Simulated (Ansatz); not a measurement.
Computed with DFT PBE, scalar-relativistic, plane waves, PAW (Ansatz 0.2.0). Settings: cutoff 420 eV, Γ-centred meshes spaced at most about 0.3 Å⁻¹, and about 0.25 Å⁻¹ or finer for metals (2π included), Gaussian smearing. No spin polarisation.

Temperature and zero-point effects are left out.

Compare these two cells of AlIn2As3, each relaxed at this level.

A.

```yaml
crystal:
  lattice:
    - [4.26282, 0.00000, 0.00000]
    - [-2.13141, 3.69171, 0.00000]
    - [0.00000, 0.00000, 10.46252]
  atoms:
    - { symbol: Al, position: [0.00000, 0.00000, 0.00013] }
    - { symbol: In, position: [0.33333, 0.66667, 0.67236] }
    - { symbol: In, position: [0.66667, 0.33333, 0.32625] }
    - { symbol: As, position: [0.00000, 0.00000, 0.76370] }
    - { symbol: As, position: [0.33333, 0.66667, 0.41785] }
    - { symbol: As, position: [0.66667, 0.33333, 0.06971] }
```

B.

```yaml
crystal:
  lattice:
    - [4.25223, 0.00000, 0.00000]
    - [-2.12612, 3.68254, 0.00000]
    - [0.00000, 0.00000, 21.02466]
  atoms:
    - { symbol: Al, position: [0.33333, 0.66667, 0.66670] }
    - { symbol: Al, position: [0.66667, 0.33333, 0.16670] }
    - { symbol: In, position: [0.33333, 0.66667, 0.00385] }
    - { symbol: In, position: [0.33333, 0.66667, 0.33095] }
    - { symbol: In, position: [0.66667, 0.33333, 0.50385] }
    - { symbol: In, position: [0.66667, 0.33333, 0.83095] }
    - { symbol: As, position: [0.33333, 0.66667, 0.13163] }
    - { symbol: As, position: [0.33333, 0.66667, 0.45792] }
    - { symbol: As, position: [0.33333, 0.66667, 0.78495] }
    - { symbol: As, position: [0.66667, 0.33333, 0.28495] }
    - { symbol: As, position: [0.66667, 0.33333, 0.63163] }
    - { symbol: As, position: [0.66667, 0.33333, 0.95792] }
```

**Question.** Which would you expect to be lower, and how large is the difference?

**Answer.** A is lower, by 8 meV/atom. A has Al and In ordered on zinc blende sites, space group P3m1 (No. 156), 27.4 Å³/atom and no gap on its mesh; B has Al and In ordered on wurtzite sites, space group P6_3mc (No. 186), 27.4 Å³/atom and no gap. Counting As atoms around Al and In (those within 1.25 times the shortest such distance or 1.15 times the sum of covalent radii, 1.27 where that leaves under three), A and B both have Al 4, In 4. Both come from invented guesses. Shaken at random and relaxed again, A came back. Shaken at random and relaxed again, B came back. The lowest form computed isn't among them: it has Al and In ordered on zinc blende sites, space group Cc (No. 9), 27.3 Å³/atom and lies 19 meV/atom below the best shown. Checks on A: phonons real on a 2×2×1 q mesh, imaginary between its points (to 5i cm⁻¹, which can come from the interpolation).

The k mesh leaves some 4 meV/atom of noise in the energy of each metallic cell. The zero gap of P3m1, P6_3mc may come from the functional, which often closes small gaps. Some candidate types were left out of the draw beforehand, so a known form may be missing.
